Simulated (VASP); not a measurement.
# Eu: self-consistent run

Eu, Im-3m (no. 229), 1 atom in the cell. PBE; PAW potentials Eu (PBE set).

## Input

INCAR:
```
SYSTEM = Eu
  ALGO = Normal
  EDIFF = 1E-6
  ENCUT = 520
  ISIF = 2
  ISMEAR = 1
  ISYM = -1
  LASPH = .TRUE.
  LCHARG = .FALSE.
  LMAXMIX = 6
  LNONCOLLINEAR = .TRUE.
  LORBIT = 11
  LREAL = .FALSE.
  LWAVE = .FALSE.
  MAGMOM = -3.997 -5.395 1.634
  NELM = 200
  PREC = Accurate
  SIGMA = 0.1
```

KPOINTS:
```
k-points
0
Gamma
  6 6 6
```

POSCAR:
```
Eu
1.0
   -2.3030000000      2.3030000000      2.3030000000
    2.3030000000     -2.3030000000      2.3030000000
    2.3030000000      2.3030000000     -2.3030000000
Eu
1
Direct
    0.0000000000      0.0000000000      0.0000000000
```

Commands:
```
cat potpaw_PBE.64/Eu/POTCAR > POTCAR
mpirun -np 1 vasp_ncl > vasp.out
```

## Result

- Pressure (GPa): -1.82
- Magnetisation (muB): -4.325, -5.893, 1.785
- Gap on the mesh (eV): 0.000
- Fermi level (eV): 1.603

VASP 6.6.1 took 608 s on 1 core (Intel Xeon 6975P-C (Granite Rapids)), a shared host.
